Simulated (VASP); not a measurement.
Input of a VASP 6.6.1 run:

File INCAR:

```
SYSTEM = Sb
PREC = Accurate ; ENCUT = 520
EDIFF = 1E-6 ; ISMEAR = -1
SIGMA = 0.1 ; LREAL = .FALSE.
LASPH = .TRUE. ; NELM = 80
ALGO = Fast ; ISIF = 2
LWAVE = .FALSE. ; LCHARG = .TRUE.
GGA = RP ; LELF = .TRUE.
LVHAR = .TRUE. ; NBANDS = 18
```

Contents of KPOINTS:

```
Automatic mesh
0
G
  12 12 3
  0 0 0
```

The input POSCAR:

```
Sb
1.0
    3.4967555788      0.0000000000      0.0000000000
   -1.7483777894      3.0282791620      0.0000000000
    0.0000000000      0.0000000000     11.8725854779
Sb
4
Direct
    1.0000000000      1.0000000000      0.0000000000
    1.0000000000      1.0000000000      0.5000000000
    0.3333333333      0.6666666667      0.2500000000
    0.6666666667      0.3333333333      0.7500000000
```

Potentials or basis: VASP PAW PBE potentials, release 64 (Sb).

Launch:

```console
$ cat potpaw_PBE.64/Sb/POTCAR > POTCAR
$ mpirun -np 1 vasp_std > vasp.out
```

Problem. Estimate the pressure.

Solution. -4.9 GPa.

Problem. Estimate the band gap on the k mesh.

Solution. None (metal or under the smearing width).

Stress tensor (GPa, compression positive):
```
-5.00  0.00  0.00
 0.00 -5.00  0.00
 0.00  0.00 -4.71
```

Caveat: the PAW data sets were made with another functional, which shifts forces and pressure a little. Spin-orbit coupling is left out, which matters for the levels of Sb.
